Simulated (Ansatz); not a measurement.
# Honeycomb PN bilayer (like faces together) in a perpendicular field, part 3 of 4

Wanted: the out-of-plane response of the honeycomb PN bilayer (like faces together). A positive field points along +c.

Ansatz 0.2.0; plane-wave DFT, r2SCAN-D4, Ansatz PAW (the session's first sound run).

So far, equivalent conductor thickness p/(ε₀AE) (Å): step 8 (response, atoms held) 5.81.

**9. Same geometry, cutoff 420 eV, functional LDA**

This step: plane-wave DFT, LDA, Ansatz PAW (Ansatz 0.2.0).

The geometry is kept and the functional is LDA; other changes against the main runs: SCF threshold 1.0e-10 → 1.0e-09 eV, cutoff 500 → 420, k-mesh 18×18×1 → 12×12×1 and no dispersion term, which doesn't act on the electrons.

input.yaml

```yaml
crystal:
  lattice:
    - [2.7096501663, 0.0, 0.0]
    - [-1.3548250831, 2.3466258794, 0.0]
    - [0.0, 0.0, 23.548299378]
  atoms:
    - { symbol: "N", position: [0.6666666667, 0.3333333333, 0.3821932045] }
    - { symbol: P, position: [0.3333333333, 0.6666666667, 0.4181204671] }
    - { symbol: "N", position: [0.0, 0.0, 0.6178067955] }
    - { symbol: P, position: [0.6666666667, 0.3333333333, 0.5818869923] }
kpoints:
  mp_grid: { grid: [12, 12, 1] }
hamiltonian:
  xc: lda
scf:
  occupations: { method: fermi_dirac, width: 0.05 }
  convergence: { dr2_threshold: 1.0e-09 }
efield:
  axis: 3
  dipole_correction: true
  ramp_position: 0.9325
  ramp_width: 0.135
  amplitude: 0.1
output:
  write_potential: true
  write_density: true
  volumetric_format: npy
```

Launch:

```sh
ansatz run input.yaml --threads 2 --pin off --max-ram 3072MiB --backend cpu --events-out ev --progress --plain --runs-dir out
```

Numbers of over 12 decimals in the logs are rounded to 6 here.

Output:

```text
[...]
Crystal: 4 atoms, lattice volume = 149.733 Å³
Basis set: ecut = 420 eV, 2977 PW (Γ)
Bands: 14, of which v1, the nominal top of the filled ones, is band 10 counted from 1 (9 counted from 0)
Symmetry: 6 space group operations
[...]
k-points: 19 of 144 (time reversal used)
[...]
SCF iter   1: F=—  HF=-2201.358211 eV  |F-HF|=—  |Δ(HF+E_count)|=         —  Δρ=7.69e-2  dr2=1.05e1  ethr=3.10e-3  p=0.026 e·Å  D=3.16e-2 V/Å  ΔV_dip=-0.74 eV  dr2_dipole=2.51e-4  V_vac-E_F(+/−)=7.40/6.17 eV  ⟨swp⟩=9.7  Hψ=2214  notcnv=0
[...]
SCF iter  11: F=-2198.784638 eV  HF=-2198.784638 eV  |F-HF|=2.42e-10  |Δ(HF+E_count)|=  5.58e-10  Δρ=5.11e-7  dr2=3.60e-10  ethr=5.00e-12  p=0.020 e·Å  D=2.44e-2 V/Å  ΔV_dip=-0.58 eV  dr2_dipole=5.23e-15  V_vac-E_F(+/−)=7.23/5.83 eV  ⟨swp⟩=5.9  Hψ=1222  notcnv=0
SCF 1 converged in 11 iterations: F = -2198.784638 eV  dr2 = 3.60e-10
[...]
SCF converged after 11 iterations
Free energy (F): -2198.784638 eV
[...]
Internal energy: -2198.784637 eV  (E = F + TS)
E sigma→0 (E₀):  -2198.784638 eV
Entropy (-TS):   -0.000001 eV (-0.000 meV/atom)
Fermi energy:    -1.722301 eV
Dipole field:    D = 0.024423 V/Å  (p = 0.020210 e·Å, saw-weighted, corrected)
Work function:   not extracted (applied field tilts the vacuum); planar V_es + V_field profile in the machine report
[...]
--- Band table (eV; the first three rows and the last of 19) ---
  k-point 0: bands = [... 6 lower, -5.3081, -5.3081, -4.1252, -3.0683, 1.8836, 2.5701, 3.8684, 3.8684]
  k-point 1: bands = [... 6 lower, -5.6401, -5.4979, -3.9570, -2.8918, 2.3226, 2.9052, 3.4825, 3.6541]
  k-point 2: bands = [... 6 lower, -6.1064, -5.9644, -3.6476, -2.6220, 1.9531, 2.0971, 3.6763, 4.4371]
  k-point 18: bands = [... 6 lower, -5.7013, -5.5441, -3.6590, -3.5249, -0.5271, -0.3626, 3.2763, 3.4125]
```

The job ended after 3.9 s (2 threads of Arm Neoverse V1, shared host; peak memory 0.33 GiB; 7.5 s of CPU time).

This step gave:

- dipole along the normal: 0.02021 e·Å

The dipole is 0.0202 e·Å.

**10. Same geometry, cutoff 420 eV, functional LDA (run 2)**

The same run in the opposite field.

Edit input.yaml of step 9 so:

```diff
@@ -22,3 +22,3 @@
   ramp_width: 0.135
-  amplitude: 0.1
+  amplitude: -0.1
 output:
```

Output:

```text
[...]
Crystal: 4 atoms, lattice volume = 149.733 Å³
Basis set: ecut = 420 eV, 2977 PW (Γ)
Bands: 14, of which v1, the nominal top of the filled ones, is band 10 counted from 1 (9 counted from 0)
Symmetry: 6 space group operations
[...]
k-points: 19 of 144 (time reversal used)
[...]
--- Band table (eV; the first three rows and the last of 19) ---
  k-point 0: bands = [... 6 lower, -5.3271, -5.3271, -4.1228, -3.0704, 1.8865, 2.5674, 3.8883, 3.8883]
  k-point 1: bands = [... 6 lower, -5.6210, -5.5169, -3.9547, -2.8938, 2.3259, 2.9028, 3.4935, 3.6429]
  k-point 2: bands = [... 6 lower, -6.0873, -5.9833, -3.6452, -2.6241, 1.9721, 2.0785, 3.6773, 4.4396]
  k-point 18: bands = [... 6 lower, -5.6783, -5.5676, -3.6264, -3.5573, -0.4700, -0.4194, 3.3152, 3.3738]
[key lines of the parts left out:]
SCF converged after 11 iterations
Free energy (F): -2198.784783 eV
Fermi energy:    -1.717036 eV
Dipole field:    D = -0.026184 V/Å  (p = -0.021667 e·Å, saw-weighted, corrected)
```

Elapsed: 3.9 s, on 2 threads; peak memory 0.33 GiB.

The dipole is -0.0217 e·Å.

**11. Response at this level**

This step: plane-wave DFT, LDA, Ansatz PAW; response to a field along the normal, atoms held (Ansatz 0.2.0).

The two signs of the field give the slope at this level.

This step gave:

| Item | Value |
| --- | --- |
| equivalent conductor thickness p/(ε₀AE) | 5.959 Å |

The induced dipole is that of a conductor 5.96 Å thick.

**12. Same geometry, cutoff 420 eV, functional PBE**

This step: plane-wave DFT, PBE, Ansatz PAW (Ansatz 0.2.0).

The geometry is kept and the functional is PBE; other changes against the main runs: SCF threshold 1.0e-10 → 1.0e-09 eV, cutoff 500 → 420, k-mesh 18×18×1 → 12×12×1 and no dispersion term, which doesn't act on the electrons.

Edit input.yaml of step 10 so:

```diff
@@ -13,3 +13,3 @@
 hamiltonian:
-  xc: lda
+  xc: pbe
 scf:
@@ -22,3 +22,3 @@
   ramp_width: 0.135
-  amplitude: -0.1
+  amplitude: 0.1
 output:
```

Output:

```text
[...]
Crystal: 4 atoms, lattice volume = 149.733 Å³
Basis set: ecut = 420 eV, 2977 PW (Γ)
Bands: 14, of which v1, the nominal top of the filled ones, is band 10 counted from 1 (9 counted from 0)
Symmetry: 6 space group operations
[...]
k-points: 19 of 144 (time reversal used)
[...]
--- Band table (eV; the first three rows and the last of 19) ---
  k-point 0: bands = [... 6 lower, -4.9940, -4.9940, -3.7697, -2.7567, 2.2275, 2.8740, 4.0752, 4.2843]
  k-point 1: bands = [... 6 lower, -5.3286, -5.1828, -3.6088, -2.5865, 2.6832, 3.2429, 3.8736, 4.0444]
  k-point 2: bands = [... 6 lower, -5.7929, -5.6474, -3.3123, -2.3282, 2.3335, 2.4806, 4.0924, 4.7263]
  k-point 18: bands = [... 6 lower, -5.4813, -5.3213, -3.3857, -3.2494, -0.1765, -0.0104, 3.6611, 3.7994]
[key lines of the parts left out:]
SCF converged after 12 iterations
Free energy (F): -2278.113650 eV
Fermi energy:    -1.404308 eV
Dipole field:    D = 0.024239 V/Å  (p = 0.020057 e·Å, saw-weighted, corrected)
```

It took 4.1 s on 2 threads; peak memory 0.34 GiB.

The dipole is 0.0201 e·Å.

**13. Same geometry, cutoff 420 eV, functional PBE (run 2)**

The same run in the opposite field.

Edit input.yaml of step 12 so:

```diff
@@ -22,3 +22,3 @@
   ramp_width: 0.135
-  amplitude: 0.1
+  amplitude: -0.1
 output:
```

Output:

```text
[...]
Crystal: 4 atoms, lattice volume = 149.733 Å³
Basis set: ecut = 420 eV, 2977 PW (Γ)
Bands: 14, of which v1, the nominal top of the filled ones, is band 10 counted from 1 (9 counted from 0)
Symmetry: 6 space group operations
[...]
k-points: 19 of 144 (time reversal used)
[...]
--- Band table (eV; the first three rows and the last of 19) ---
  k-point 0: bands = [... 6 lower, -5.0122, -5.0122, -3.7673, -2.7589, 2.2306, 2.8711, 4.0953, 4.3035]
  k-point 1: bands = [... 6 lower, -5.3103, -5.2010, -3.6064, -2.5886, 2.6867, 3.2402, 3.8860, 4.0327]
  k-point 2: bands = [... 6 lower, -5.7747, -5.6655, -3.3098, -2.3304, 2.3521, 2.4623, 4.0934, 4.7426]
  k-point 18: bands = [... 6 lower, -5.4594, -5.3434, -3.3549, -3.2802, -0.1217, -0.0650, 3.6980, 3.7628]
[key lines of the parts left out:]
SCF converged after 12 iterations
Free energy (F): -2278.113789 eV
Fermi energy:    -1.399006 eV
Dipole field:    D = -0.025915 V/Å  (p = -0.021444 e·Å, saw-weighted, corrected)
```

Elapsed: 4.1 s, on 2 threads; peak memory 0.34 GiB; 8 s of CPU time.

The dipole is -0.0214 e·Å.

**14. Response at this level**

This step: plane-wave DFT, PBE, Ansatz PAW; response to a field along the normal, atoms held (Ansatz 0.2.0).

The induced dipole is that of a conductor 5.91 Å thick.

**15. Same geometry, cutoff 500 eV, functional r2SCAN**

This step: plane-wave DFT, r2SCAN, Ansatz PAW (Ansatz 0.2.0).

The geometry is kept and the functional is r2SCAN; other changes against the main runs: SCF threshold 1.0e-10 → 1.0e-09 eV, k-mesh 18×18×1 → 12×12×1 and no dispersion term, which doesn't act on the electrons.

Edit input.yaml of step 13 so:

```diff
@@ -13,3 +13,3 @@
 hamiltonian:
-  xc: pbe
+  xc: r2scan
 scf:
@@ -22,3 +22,3 @@
   ramp_width: 0.135
-  amplitude: -0.1
+  amplitude: 0.1
 output:
```

Output:

```text
[...]
Crystal: 4 atoms, lattice volume = 149.733 Å³
Basis set: ecut = 500 eV, 3733 PW (Γ), exchange–correlation on 80×80×720 points (64 copies of the dense FFT grid, shifted against one another)
Bands: 14, of which v1, the nominal top of the filled ones, is band 10 counted from 1 (9 counted from 0)
Symmetry: 6 space group operations
[...]
--- Band table (eV; the first three rows and the last of 19) ---
  k-point 0: bands = [... 6 lower, -5.3255, -5.3255, -4.0327, -2.9702, 2.5702, 3.2343, 4.3976, 4.6064]
  k-point 1: bands = [... 6 lower, -5.6705, -5.5216, -3.8707, -2.8018, 3.0395, 3.6054, 4.2089, 4.3852]
  k-point 2: bands = [... 6 lower, -6.1532, -6.0045, -3.5708, -2.5428, 2.6218, 2.7708, 4.4879, 5.1119]
  k-point 18: bands = [... 6 lower, -5.9314, -5.7685, -3.6154, -3.4788, -0.1130, 0.0639, 3.8941, 4.0265]
[key lines of the parts left out:]
SCF converged after 10 iterations
Free energy (F): -2286.829384 eV
Fermi energy:    -1.465455 eV
Dipole field:    D = 0.023940 V/Å  (p = 0.019810 e·Å, saw-weighted, corrected)
```

It took 8.6 s on 2 threads; peak memory 0.56 GiB; 17 s of CPU time.

The dipole is 0.0198 e·Å.

**16. Same geometry, cutoff 500 eV, functional r2SCAN (run 2)**

The same run in the opposite field.

Edit input.yaml of step 15 so:

```diff
@@ -22,3 +22,3 @@
   ramp_width: 0.135
-  amplitude: 0.1
+  amplitude: -0.1
 output:
```

Output:

```text
[...]
Crystal: 4 atoms, lattice volume = 149.733 Å³
Basis set: ecut = 500 eV, 3733 PW (Γ), exchange–correlation on 80×80×720 points (64 copies of the dense FFT grid, shifted against one another)
Bands: 14, of which v1, the nominal top of the filled ones, is band 10 counted from 1 (9 counted from 0)
Symmetry: 6 space group operations
[...]
--- Band table (eV; the first three rows and the last of 19) ---
  k-point 0: bands = [... 6 lower, -5.3409, -5.3409, -4.0305, -2.9722, 2.5727, 3.2318, 4.4141, 4.6221]
  k-point 1: bands = [... 6 lower, -5.6552, -5.5370, -3.8686, -2.8037, 3.0424, 3.6032, 4.2178, 4.3767]
  k-point 2: bands = [... 6 lower, -6.1378, -6.0198, -3.5686, -2.5448, 2.6384, 2.7544, 4.4882, 5.1305]
  k-point 18: bands = [... 6 lower, -5.9129, -5.7873, -3.5883, -3.5059, -0.0524, 0.0034, 3.9207, 4.0003]
[key lines of the parts left out:]
SCF converged after 11 iterations
Free energy (F): -2286.829503 eV
Fermi energy:    -1.460853 eV
Dipole field:    D = -0.025382 V/Å  (p = -0.021003 e·Å, saw-weighted, corrected)
```

Run time: 9.5 s. Hardware: 2 threads; peak memory 0.57 GiB.

The dipole is -0.0210 e·Å.

**17. Response at this level**

This step: plane-wave DFT, r2SCAN, Ansatz PAW; response to a field along the normal, atoms held (Ansatz 0.2.0).

The induced dipole is that of a conductor 5.81 Å thick.

**18. Same geometry, cutoff 420 eV, functional HSE06**

This step: plane-wave DFT, HSE06, Ansatz PAW (Ansatz 0.2.0).

The geometry is kept and the functional is HSE06; other changes against the main runs: SCF threshold 1.0e-10 → 1.0e-09 eV, cutoff 500 → 420, k-mesh 18×18×1 → 12×12×1 and no dispersion term, which doesn't act on the electrons.

Edit input.yaml of step 16 so:

```diff
@@ -13,3 +13,3 @@
 hamiltonian:
-  xc: r2scan
+  xc: hse06
 scf:
@@ -22,3 +22,3 @@
   ramp_width: 0.135
-  amplitude: -0.1
+  amplitude: 0.1
 output:
```

Output:

```text
[...]
Crystal: 4 atoms, lattice volume = 149.733 Å³
Basis set: ecut = 420 eV, 2977 PW (Γ)
Bands: 14, of which v1, the nominal top of the filled ones, is band 10 counted from 1 (9 counted from 0)
Symmetry: 6 space group operations
[...]
k-points: 19 of 144 (time reversal used)
[...]
k-point 0: bands = [... 6 lower, -5.9034, -5.9034, -4.7375, -3.5920, 2.8210, 3.5383]
  k-point 1: bands = [... 6 lower, -6.2591, -6.1067, -4.5640, -3.4174, 3.3024, 3.9408]
  k-point 2: bands = [... 6 lower, -6.7613, -6.6093, -4.2409, -3.1417, 2.9243, 3.0767]
  k-point 18: bands = [... 6 lower, -6.6926, -6.5262, -4.1989, -4.0615, 0.0731, 0.2517]
  guard bands above this table: 2 of the run's 14 bands. The solve was not asked for them (output.publish_guard_bands: true or output.eigenvalues: true publishes all)
[key lines of the parts left out:]
Free energy (F): -2278.706136 eV
Fermi energy:    -1.686628 eV
Dipole field:    D = 0.023715 V/Å  (p = 0.019624 e·Å, saw-weighted, corrected)
```

It took 94 s on 2 threads; peak memory 2.1 GiB; 3.1 min of CPU time.

The dipole is 0.0196 e·Å.

**19. Same geometry, cutoff 420 eV, functional HSE06 (run 2)**

The same run in the opposite field.

Edit input.yaml of step 18 so:

```diff
@@ -22,3 +22,3 @@
   ramp_width: 0.135
-  amplitude: 0.1
+  amplitude: -0.1
 output:
```

Output:

```text
[...]
Crystal: 4 atoms, lattice volume = 149.733 Å³
Basis set: ecut = 420 eV, 2977 PW (Γ)
Bands: 14, of which v1, the nominal top of the filled ones, is band 10 counted from 1 (9 counted from 0)
Symmetry: 6 space group operations
[...]
k-points: 19 of 144 (time reversal used)
[...]
--- Band table (eV; the first three rows and the last of 19) ---
  k-point 0: bands = [... 6 lower, -5.9172, -5.9172, -4.7358, -3.5936, 2.8233, 3.5362]
  k-point 1: bands = [... 6 lower, -6.2452, -6.1205, -4.5623, -3.4189, 3.3048, 3.9392]
  k-point 2: bands = [... 6 lower, -6.7475, -6.6230, -4.2391, -3.1432, 2.9392, 3.0619]
  k-point 18: bands = [... 6 lower, -6.6758, -6.5433, -4.1756, -4.0848, 0.1317, 0.1926]
[...]
[key lines of the parts left out:]
Free energy (F): -2278.706241 eV
Fermi energy:    -1.682640 eV
Dipole field:    D = -0.024996 V/Å  (p = -0.020684 e·Å, saw-weighted, corrected)
```

It took 95 s on 2 threads; peak memory 2 GiB.

The dipole is -0.0207 e·Å.

**20. Comparing the runs**

Times are for 2 threads of Arm Neoverse V1, shared host. Results by setting:

```tsv
no.	functional	field	dipole along the normal (e·Å)	time	memory (GiB)
1	lda	0.1 V/Å	0.02021	3.9 s	0.33
2	lda	-0.1 V/Å	-0.02167	3.9 s	0.33
3	pbe	0.1 V/Å	0.02006	4.1 s	0.34
4	pbe	-0.1 V/Å	-0.02144	4.1 s	0.34
5	r2scan	0.1 V/Å	0.01981	8.6 s	0.56
6	r2scan	-0.1 V/Å	-0.02100	9.5 s	0.57
7	hse06	0.1 V/Å	0.01962	94 s	2.1
8	hse06	-0.1 V/Å	-0.02068	95 s	2.0
```

**21. Response at this level**

This step: plane-wave DFT, HSE06, Ansatz PAW; response to a field along the normal, atoms held (Ansatz 0.2.0).

The induced dipole is that of a conductor 5.74 Å thick.

**22. The same run with other settings**

This step: plane-wave DFT, r2SCAN-D4, Ansatz PAW (Ansatz 0.2.0).

A run with a changed input: it repeats the earlier run at 0.1 V/Å with scf.mixing.algorithm to anderson, scf.mixing.beta to 0.3, scf.mixing.ndim to 4 and kpoints.mp_grid.shift to [0.5, 0.5, 0.0].

input.yaml, the sections that differ from step 19:

```yaml
kpoints:
  mp_grid: { grid: [18, 18, 1], shift: [0.5, 0.5, 0.0] }
  band_path:
    path: [[0, 0, 0], [0.5, 0, 0], [0.33333333, 0.33333333, 0], [0, 0, 0]]
    npoints: 16
hamiltonian:
  xc: r2scan
  dispersion: d4
scf:
  occupations: { method: fermi_dirac, width: 0.05 }
  convergence: { dr2_threshold: 1.0e-10 }
  mixing: { algorithm: anderson, beta: 0.3, ndim: 4 }
efield:
  axis: 3
  dipole_correction: true
  ramp_position: 0.9325
  ramp_width: 0.135
  amplitude: 0.1
# crystal, output: as in step 19
```

Output:

```text
Warning: crystal.symmetry: narrowed to the stabiliser of the k-point mesh — unitary ops 6 → 2; excluded 4 operations that carry a point of the 18×18×1 mesh (shift [0.5, 0.5, 0]) off the mesh (the run samples exactly the mesh kpoints.mp_grid names, as under crystal.symmetry.detect: false, and its converged state has the mesh's symmetry, not the crystal's; ε∞, the Born charges and the force constants of a linear response (`dielectric:` by the response, `phonons.method: dfpt`) are averaged over those of the crystal's operations that the state keeps within a tolerance, where `mesh_tensors`, `unaveraged_element` or `gamma_mean_max_change_ev_ang2` stands beside them; [rest of the remark cut]
[...]
Crystal: 4 atoms, lattice volume = 149.733 Å³
Basis set: ecut = 500 eV, 3733 PW (Γ), exchange–correlation on 80×80×720 points (64 copies of the dense FFT grid, shifted against one another)
Bands: 14, of which v1, the nominal top of the filled ones, is band 10 counted from 1 (9 counted from 0)
Symmetry: 2 space group operations
k-points: 90 of 324 (time reversal used)
[...]
SCF iter   1: F=—  HF=-2287.125907 eV  |F-HF|=—  |Δ(HF+E_count)|=         —  Δρ=8.14e-3  dr2=1.64e-1  dr2_τ=2.43e-1  ethr=1.77e-3  p=0.000 e·Å  D=3.69e-4 V/Å  ΔV_dip=-0.01 eV  dr2_dipole=4.09e-3  V_vac-E_F(+/−)=6.64/4.68 eV  ⟨swp⟩=8.9  Hψ=10677  notcnv=0
[...]
SCF iter  13: F=-2287.152943 eV  HF=-2287.152943 eV  |F-HF|=1.28e-10  |Δ(HF+E_count)|=   1.55e-9  Δρ=1.49e-7  dr2=4.94e-11  dr2_τ=1.09e-12  ethr=1.00e-12  p=0.020 e·Å  D=2.39e-2 V/Å  ΔV_dip=-0.56 eV  dr2_dipole=2.75e-12  V_vac-E_F(+/−)=6.94/5.53 eV  ⟨swp⟩=4.6  Hψ=4800  notcnv=0
SCF 1 converged in 13 iterations: F = -2287.152943 eV  dr2 = 4.94e-11
[...]
SCF converged after 13 iterations
[...]
Free energy (F): -2287.152943 eV
[...]
Internal energy: -2287.152943 eV  (E = F + TS)
E sigma→0 (E₀):  -2287.152943 eV
Fermi energy:    -1.448065 eV
Dipole field:    D = 0.023943 V/Å  (p = 0.019812 e·Å, saw-weighted, corrected)
Work function:   not extracted (applied field tilts the vacuum); planar V_es + V_field profile in the machine report
[...]
--- Band table (eV; the first three rows and the last of 90) ---
  k-point 0: bands = [... 6 lower, -5.5438, -5.3948, -3.9683, -2.9032, 2.7583, 3.4161, 4.3947, 4.5041]
  k-point 1: bands = [... 6 lower, -5.7629, -5.6140, -3.8161, -2.7479, 3.1793, 3.6369, 4.0900, 4.3169]
  k-point 2: bands = [... 6 lower, -6.1000, -5.9512, -3.6170, -2.5762, 2.8704, 3.0228, 4.3159, 4.9034]
  k-point 89: bands = [... 6 lower, -6.9826, -6.7942, -4.0527, -3.7476, -0.6623, -0.4783, 3.7138, 4.2226]
```

Wall time 42 s (2 threads); peak memory 0.79 GiB; 82 s of CPU time.

Numbers from this step:

```
dipole along the normal            : 0.01981 e·Å
gap along the path                 : 1.651 eV
smallest direct gap along the path : 2.607 eV
gap, the smaller of path and mesh  : 1.651 eV
```

(Continued in part 4 of 4.)

[Logs are printed without paths, hosts, clocks, repeated set-up lines and the standing remarks that a program may print on its own settings, such as how far it seeks lower states.]

[Hosts, paths, dates, database ids (printed as entryN), source tags and the programs' standing remarks are cut or masked in the printed files.]

[Maps of the electrostatic potential energy from Ansatz leave out the sawtooth potential of an applied field or a dipole correction, so their vacuum need not be flat; planar profiles and work functions include it.]
